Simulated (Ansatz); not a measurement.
**Generalised stacking fault in HfO2**

These are results of DFT PBE, scalar-relativistic, plane waves, PAW in Ansatz, not measurements. Cutoff 420 eV, Γ-centred 7×7×3 k-points, Gaussian smearing of 0.05 eV. Spin–orbit coupling is left out, which matters for the heavy elements here. No spin polarisation. Energies are free energies at this smearing, counted from the undisturbed cell; pressure is positive in compression.

Reference structure (relaxed at this level; this fluorite-type form isn't the usual structure):

```yaml
crystal:
  lattice:
    - [2.54881, -2.54881, 0.00000]
    - [2.54881, 0.00000, -2.54881]
    - [5.09761, 5.09761, 5.09761]
  atoms:
    - { symbol: Hf, position: [0.00000, 0.00000, 0.70835] }
    - { symbol: Hf, position: [0.33333, 0.33333, 0.37502] }
    - { symbol: Hf, position: [0.66667, 0.66667, 0.04168] }
    - { symbol: O, position: [0.66667, 0.66667, 0.29168] }
    - { symbol: O, position: [0.00000, 0.00000, 0.95835] }
    - { symbol: O, position: [0.33333, 0.33333, 0.62502] }
    - { symbol: O, position: [0.66667, 0.66667, 0.79168] }
    - { symbol: O, position: [0.00000, 0.00000, 0.45835] }
    - { symbol: O, position: [0.33333, 0.33333, 0.12502] }
```

The cut lies on the cell's a–b face, a (1 1 1) plane (indices in the standard cell, whose axes needn't be the Cartesian ones shown) of area 11.25 Å², between layers 0.74 Å apart. Vector c is tilted by f times 1·a + 1·b (length 6.243 Å) with the atoms' Cartesian places fixed: one unrelaxed fault a cell.

| f | γ (mJ/m²) |
| --- | --- |
| 0.0000 | 0 |
| 0.0833 | 2588 |
| 0.1667 | 26503 |
| 0.5000 | 29453 |
| 0.5833 | 12426 |
| 0.6667 | 12949 |
| 0.7500 | 10936 |
| 0.8333 | 5499 |
| 0.9167 | 1476 |

Task: Predict the gap on the mesh (eV) at each point.

Result:
```csv
f,gap on the mesh (eV)
0.0000,3.91
0.0833,3.82
0.1667,2.87
0.5000,2.39
0.5833,0.23
0.6667,0.00
0.7500,0.00
0.8333,2.08
0.9167,3.26
```
Where the gap reads zero the k-mesh, chosen for the insulator, is on the coarse side.

Cost: 9 runs of about 4.6 core-minutes in all, on Intel Xeon Platinum 8375C (Ice Lake) (shared hosts).